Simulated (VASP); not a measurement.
# BeTe (F-43m) in VASP: settings compared

One crystal, BeTe, is run at these levels: LDA, r2SCAN; tasks: band structure.

Program: VASP 6.6.1. These are calculated values, not measurements. Logs are shortened: lines on timing, memory, paths and dates and some standing lists are left out, and cuts for length are marked.

## Step 1: The crystal as given

The structure is cubic, space group F-43m (No. 216). Conventional cell: a = 5.612 Å, b = 5.612 Å, c = 5.612 Å, α = 90.00°, β = 90.00°, γ = 90.00°. Be (site symmetry -43m) is surrounded by 4 Te at 2.43 Å. Te (site symmetry -43m) has 4 Be at 2.43 Å as nearest neighbours.

## Step 2: Band structure, LDA

INCAR reads:

```
PREC = Accurate ; ENCUT = 520
EDIFF = 1E-6 ; ISMEAR = 0
SIGMA = 0.03 ; LREAL = F
LASPH = T ; NELM = 80
ALGO = Fast ; ISIF = 2
LWAVE = F ; LCHARG = F
NBANDS = 11
```

KPOINTS reads:

```
regular mesh
0
Gamma
  8 8 8
```

POSCAR reads:

```
BeTe                                    
1.0
    0.0000000000      2.8061350129      2.8061350129
    2.8061350129      0.0000000000      2.8061350129
    2.8061350129      2.8061350129      0.0000000000
  Be              Te            
     1     1
Direct
     0.0000000000000000    0.0000000000000000    0.0000000000000000
     0.2500000000000000    0.2500000000000000    0.2500000000000000
```

KPOINTS_OPT reads:

```
explicit points
252
Reciprocal
 0.0000000000  0.0000000000  0.0000000000 1
 0.0357142857  0.0000000000  0.0357142857 1
 0.0714285714  0.0000000000  0.0714285714 1
 0.1071428571  0.0000000000  0.1071428571 1
 0.1428571429  0.0000000000  0.1428571429 1
 0.1785714286  0.0000000000  0.1785714286 1
[... 244 lines left out ...]
 0.5109107100  0.0218214200  0.5109107100 1
 0.4890892900 -0.0218214200  0.4890892900 1
```

Potentials or basis: VASP PAW LDA potentials, release 64 (Be, Te).

The run is started by

```console
$ cat potpaw_LDA.64/Be/POTCAR potpaw_LDA.64/Te/POTCAR > POTCAR
$ mpirun -np 1 vasp_std > vasp.out
```

OUTCAR:

```text
PREC = Accurate
   ENCUT = 520
   EDIFF = 1E-6
   ISMEAR = 0
   LREAL = F
   LASPH = T
   NELM = 80
   ISIF = 2

 ion  position               nearest neighbor table
   1  0.000  0.000  0.000-   2 2.43   2 2.43   2 2.43   2 2.43
   2  0.250  0.250  0.250-   1 2.43   1 2.43   1 2.43   1 2.43

  LATTYP: Found a face centered cubic cell.
 ALAT       =     5.6122700258

  Lattice vectors:

 A1 = (   0.0000000000,   2.8061350129,   2.8061350129)
 A2 = (   2.8061350129,   0.0000000000,   2.8061350129)
 A3 = (   2.8061350129,   2.8061350129,   0.0000000000)

Analysis of symmetry for initial positions (statically):
=====================================================================
 Subroutine PRICEL returns:
 Original cell was already a primitive cell.

 Routine SETGRP: Setting up the symmetry group for a
 face centered cubic supercell.

 Subroutine GETGRP returns: Found 24 space group operations
 (whereof 24 operations were pure point group operations)
 out of a pool of 48 trial point group operations.

The static configuration has the point symmetry T_d .

Analysis of symmetry for dynamics (positions and initial velocities):
=====================================================================
 Subroutine PRICEL returns:
 Original cell was already a primitive cell.

 Routine SETGRP: Setting up the symmetry group for a
 face centered cubic supercell.

 Subroutine GETGRP returns: Found 24 space group operations
 (whereof 24 operations were pure point group operations)
 out of a pool of 48 trial point group operations.

The dynamic configuration has the point symmetry T_d .

 Subroutine INISYM returns: Found 24 space group operations
 (whereof 24 operations are pure point group operations),
 and found     1 'primitive' translations

----------------------------------------------------------------------------------------

                                     Primitive cell

  volume of cell :      44.1932

  direct lattice vectors                    reciprocal lattice vectors
     0.000000000  2.806135013  2.806135013    -0.178181020  0.178181020  0.178181020
     2.806135013  0.000000000  2.806135013     0.178181020 -0.178181020  0.178181020
     2.806135013  2.806135013  0.000000000     0.178181020  0.178181020 -0.178181020

  length of vectors
     3.968474193  3.968474193  3.968474193     0.308618580  0.308618580  0.308618580

[... 89 lines left out ...]
   TEBEG  =    0.0;   TEEND  =   0.0 temperature during run
   PSTRESS=    0.0 pullay stress
   NELECT =       8.0000    total number of electrons
   NUPDOWN=      -1.0000    fix difference up-down
   EMIN   =  10.00;   EMAX   =-10.00  energy-range for DOS
   EFERMI =   0.00;   METHOD = LEGACY
   ISMEAR =     0;   SIGMA  =   0.03  broadening in eV -4-tet -1-fermi 0-gaus
   EFERMI_NEDOS =   21; number of points for ismear=-14 and -15
   IALGO  =     68    algorithm
   IMIX   =      4    mixing-type and parameters
     AMIX     =   0.40;   BMIX     =  1.00
     AMIX_MAG =   1.60;   BMIX_MAG =  1.00
  volume/ion in A,a.u.               =      22.10       149.12
  Fermi-wavevector in a.u.,A,eV,Ry     =   0.926089  1.750055 11.668923  0.857642
  Thomas-Fermi vector in A             =   2.052014
   LORBIT       =      0    0 simple, 1 ext, 2 COOP (PROOUT), +10 PAW based schemes
   GGA     = CA    functional components
   LHFCALC =     F    Hartree Fock is set to
   AEXX    =    0.0000 exact exchange contribution
   IVDW    =     0    specifies the selected vdW correction
   LEPSILON=     F    determine dielectric tensor
   LRPA    =     F    only Hartree local field effects (RPA)
 non-spin polarized calculation
 RMM-DIIS sequential band-by-band and
 Gauss-broadening in eV      SIGMA  =   0.03
  energy-cutoff  :      520.00
  volume of cell :       44.19
 maximum number of plane-waves:      1243
 NGX is ok and might be reduce to    30
   NGX = 15   NGY = 15   NGZ = 15

 number of electron       8.0000000 magnetization

 Free energy of the ion-electron system (eV)
  ---------------------------------------------------
  ext. energy  EPLUGINS =         0.00000000
  ---------------------------------------------------
  free energy    TOTEN  =        -8.72065768 eV

  energy without entropy =       -8.72065768  energy(sigma->0) =       -8.72065768

 E-fermi :   5.1815     XC(G=0):  -9.3106

 val. band max:        5.0607613356   @ k =   0.0000   0.0000   0.0000
 cond. band min:       6.9057624719   @ k =   0.5000   0.5000   0.0000
 fundamental gap:      1.8450011363
 Fermi energy:         5.1815426210

 k-point     1 :       0.0000    0.0000    0.0000
  band No.  band energies     occupation
      1      -7.3270      2.00000
      2       5.0608      2.00000
      3       5.0608      2.00000
      4       5.0608      2.00000
      5       8.6369      0.00000
      6       8.6369      0.00000
      7       8.6369      0.00000
      8       8.8611      0.00000
      9      13.2504      0.00000
     10      15.3198      0.00000
     11      15.3198      0.00000
[... 309 lines left out ...]
 k-point    24 :      -0.3750    0.2500    0.1250
  band No.  band energies     occupation
      1      -5.7274      2.00000
      2      -0.1055      2.00000
      3       2.1322      2.00000
      4       3.1233      2.00000
      5       9.1886      0.00000
      6       9.4258      0.00000
      7      11.7100      0.00000
      8      12.7632      0.00000
      9      13.4743      0.00000
     10      16.5489      0.00000
     11      16.8776      0.00000

 [... further k-points ...]

------------------------ aborting loop because EDIFF is reached ----------------------------------------

  FORCE on cell =-STRESS in cart. coord.  units (eV):
  Direction    XX          YY          ZZ          XY          YZ          ZX
  --------------------------------------------------------------------------------------
  -------------------------------------------------------------------------------------
  Total       -0.4456370     -0.4456370     -0.4456370      0.0000000      0.0000000      0.0000000
  in kB      -16.1560851    -16.1560851    -16.1560851      0.0000000      0.0000000      0.0000000
  external PRESSURE =     -16.1560851 kB  Pullay stress =       0.0000000 kB

 VOLUME and BASIS-vectors are now :
 -----------------------------------------------------------------------------
  energy-cutoff  :      520.00
  volume of cell :       44.19
      direct lattice vectors                 reciprocal lattice vectors
     0.000000000  2.806135013  2.806135013    -0.178181020  0.178181020  0.178181020
     2.806135013  0.000000000  2.806135013     0.178181020 -0.178181020  0.178181020
     2.806135013  2.806135013  0.000000000     0.178181020  0.178181020 -0.178181020

 POSITION                                       TOTAL-FORCE (eV/Angst)
 -----------------------------------------------------------------------------------
      0.00000      0.00000      0.00000        -0.000000      0.000000      0.000000
      1.40307      1.40307      1.40307         0.000000     -0.000000     -0.000000
 -----------------------------------------------------------------------------------
    total drift:                                0.000000      0.000000      0.000000

  FREE ENERGIE OF THE ION-ELECTRON SYSTEM (eV)
  ---------------------------------------------------
  free  energy   TOTEN  =        -8.7206576802 eV

  energy  without entropy=       -8.7206576802  energy(sigma->0) =       -8.72065768
```

OSZICAR:

```text
N       E                     dE             d eps       ncg     rms          rms(c)
DAV:   1     0.190792010434E+02    0.19079E+02   -0.34028E+03   638   0.600E+02
DAV:   2    -0.780797621405E+01   -0.26887E+02   -0.26192E+02   876   0.888E+01
DAV:   3    -0.889742849125E+01   -0.10895E+01   -0.10879E+01   823   0.192E+01
DAV:   4    -0.890914865248E+01   -0.11720E-01   -0.11719E-01   738   0.233E+00
DAV:   5    -0.890937466525E+01   -0.22601E-03   -0.22601E-03   790   0.303E-01    0.428E+00
RMM:   6    -0.876918641175E+01    0.14019E+00   -0.42996E-02   641   0.970E-01    0.246E+00
RMM:   7    -0.872094840888E+01    0.48238E-01   -0.56607E-02   695   0.121E+00    0.436E-01
RMM:   8    -0.872054770800E+01    0.40070E-03   -0.76333E-03   729   0.564E-01    0.965E-02
RMM:   9    -0.872063745744E+01   -0.89749E-04   -0.86145E-04   775   0.202E-01    0.506E-02
RMM:  10    -0.872065721285E+01   -0.19755E-04   -0.18976E-04   793   0.824E-02    0.240E-02
[... 64 further cycles ...]
DAV:   7    -0.915117718093E+02   -0.10555E-04      770
DAV:   8    -0.915117721597E+02   -0.35045E-06      590
       N       E                     dE             ncg
DAV:   1     0.317026106974E+04   -0.55059E+04      440
DAV:   2     0.265322653257E+04   -0.51703E+03      565
DAV:   3     0.263257262621E+04   -0.20654E+02      700
DAV:   4     0.263247042236E+04   -0.10220E+00      591
DAV:   5     0.263246868362E+04   -0.17387E-02      609
DAV:   6     0.263246864889E+04   -0.34724E-04      593
DAV:   7     0.263246864765E+04   -0.12422E-05      612
DAV:   8     0.263246864761E+04   -0.36756E-07      505
```

stdout:

```text
POSCAR found type information on POSCAR BeTe
 POSCAR found :  2 types and       2 ions
 scaLAPACK will be used
 LDA part: xc-table for (Slater(with rela. corr.)+CA(PZ))
 , standard interpolation
 POSCAR, INCAR and KPOINTS ok, starting setup
 FFT: planning ... GRIDC
 FFT: planning ... GRID_SOFT
 FFT: planning ... GRID
 WAVECAR not read
 entering main loop
 Start KPOINTS_OPT (optional k-point list driver)
k-point batch [1-29\252]
k-point batch [30-58\252]
k-point batch [59-87\252]
k-point batch [88-116\252]
k-point batch [117-145\252]
k-point batch [146-174\252]
k-point batch [175-203\252]
k-point batch [204-232\252]
k-point batch [233-252\252]
```

Run time: 36 s. Hardware: 1 thread of Intel Xeon 6975P-C (Granite Rapids), shared host; peak memory 0.17 GiB.

Results:

| Property | Result |
| --- | --- |
| Free energy | -8.7207 eV |
| Pressure | -1.6 GPa |
| Band gap on the k mesh | 1.84 eV, indirect (least direct gap 3.58 eV) |
| Band gap along the path | 1.85 eV, indirect (least direct gap 3.58 eV) |

Levels at the corners of the path, in eV from the valence-band top:
```csv
point,band 1,band 2,band 3,band 4,band 5,band 6,band 7,band 8
Γ,-12.39,0.00,0.00,0.00,3.58,3.58,3.58,3.80
X,-10.54,-5.14,-2.68,-2.68,1.85,2.63,9.66,9.66
X,-10.54,-5.14,-2.68,-2.68,1.85,2.63,9.66,9.66
W,-10.50,-4.57,-3.77,-3.27,5.19,5.45,5.50,6.22
W,-10.50,-4.57,-3.77,-3.27,5.19,5.45,5.50,6.22
K,-10.56,-4.77,-3.96,-2.27,2.62,5.21,7.85,8.15
K,-10.56,-4.77,-3.96,-2.27,2.62,5.21,7.85,8.15
Γ,-12.39,0.00,0.00,0.00,3.58,3.58,3.58,3.80
Γ,-12.39,0.00,0.00,0.00,3.58,3.58,3.58,3.80
L,-11.03,-5.60,-1.15,-1.15,3.08,4.55,4.55,7.64
L,-11.03,-5.60,-1.15,-1.15,3.08,4.55,4.55,7.64
U,-10.56,-4.77,-3.96,-2.27,2.62,5.21,7.85,8.15
U,-10.56,-4.77,-3.96,-2.27,2.62,5.21,7.85,8.15
W,-10.50,-4.57,-3.77,-3.27,5.19,5.45,5.50,6.22
W,-10.50,-4.57,-3.77,-3.27,5.19,5.45,5.50,6.22
L,-11.03,-5.60,-1.15,-1.15,3.08,4.55,4.55,7.64
L,-11.03,-5.60,-1.15,-1.15,3.08,4.55,4.55,7.64
K,-10.56,-4.77,-3.96,-2.27,2.62,5.21,7.85,8.15
U,-10.56,-4.77,-3.96,-2.27,2.62,5.21,7.85,8.15
X,-10.54,-5.14,-2.68,-2.68,1.85,2.63,9.66,9.66
```

Caveat: spin-orbit coupling is left out, which moves the levels of the heavy elements.

## Step 3: Band structure, r2SCAN

INCAR reads:

```
PREC = Accurate ; ENCUT = 520
EDIFF = 1E-6 ; ISMEAR = 0
SIGMA = 0.03 ; LREAL = F
LASPH = T ; NELM = 80
ALGO = Normal ; ISIF = 2
LWAVE = F ; LCHARG = F
METAGGA = R2SCAN ; LMIXTAU = T
NBANDS = 11
```

KPOINTS is that of step 2.

POSCAR is that of step 2.

KPOINTS_OPT is that of step 2.

Potentials or basis: VASP PAW PBE potentials, release 64 (Be, Te).

The run is started by

```console
$ cat potpaw_PBE.64/Be/POTCAR potpaw_PBE.64/Te/POTCAR > POTCAR
$ mpirun -np 1 vasp_std > vasp.out
```

It took 2.7 min on 1 thread of Intel Xeon 6975P-C (Granite Rapids), shared host; peak memory 0.18 GiB.

The run converged. Its results:

```
Free energy             : -30.6787 eV
Pressure                : 1.7 GPa
Band gap on the k mesh  : 2.31 eV, indirect (least direct gap 4.00 eV)
Band gap along the path : 2.31 eV, indirect (least direct gap 4.00 eV)
```

Levels at the corners of the path, in eV from the valence-band top:
```
point  band 1  band 2  band 3  band 4  band 5  band 6  band 7  band 8  band 9
    Γ  -12.86    0.00    0.00    0.00    4.00    4.00    4.00    4.59    9.06
    X  -10.84   -5.40   -2.79   -2.79    2.31    2.97   10.64   10.64   12.59
    X  -10.84   -5.40   -2.79   -2.79    2.31    2.97   10.64   10.64   12.59
    W  -10.81   -4.85   -3.88   -3.36    5.68    6.06    6.24    6.70   11.74
    W  -10.81   -4.85   -3.88   -3.36    5.68    6.06    6.24    6.70   11.74
    K  -10.87   -5.03   -4.07   -2.35    3.06    5.75    8.59    9.01    9.81
    K  -10.87   -5.03   -4.07   -2.35    3.06    5.75    8.59    9.01    9.81
    Γ  -12.86    0.00    0.00    0.00    4.00    4.00    4.00    4.59    9.06
    Γ  -12.86    0.00    0.00    0.00    4.00    4.00    4.00    4.59    9.06
    L  -11.39   -5.84   -1.19   -1.19    3.58    5.01    5.01    8.47   11.83
    L  -11.39   -5.84   -1.19   -1.19    3.58    5.01    5.01    8.47   11.83
    U  -10.87   -5.03   -4.07   -2.35    3.06    5.75    8.59    9.01    9.81
    U  -10.87   -5.03   -4.07   -2.35    3.06    5.75    8.59    9.01    9.81
    W  -10.81   -4.85   -3.88   -3.36    5.68    6.06    6.24    6.70   11.74
    W  -10.81   -4.85   -3.88   -3.36    5.68    6.06    6.24    6.70   11.74
    L  -11.39   -5.84   -1.19   -1.19    3.58    5.01    5.01    8.47   11.83
    L  -11.39   -5.84   -1.19   -1.19    3.58    5.01    5.01    8.47   11.83
    K  -10.87   -5.03   -4.07   -2.35    3.06    5.75    8.59    9.01    9.81
    U  -10.87   -5.03   -4.07   -2.35    3.06    5.75    8.59    9.01    9.81
    X  -10.84   -5.40   -2.79   -2.79    2.31    2.97   10.64   10.64   12.59
```

Caveat: the PAW data sets were made with another functional, which shifts forces and pressure a little; spin-orbit coupling is left out, which moves the levels of the heavy elements.
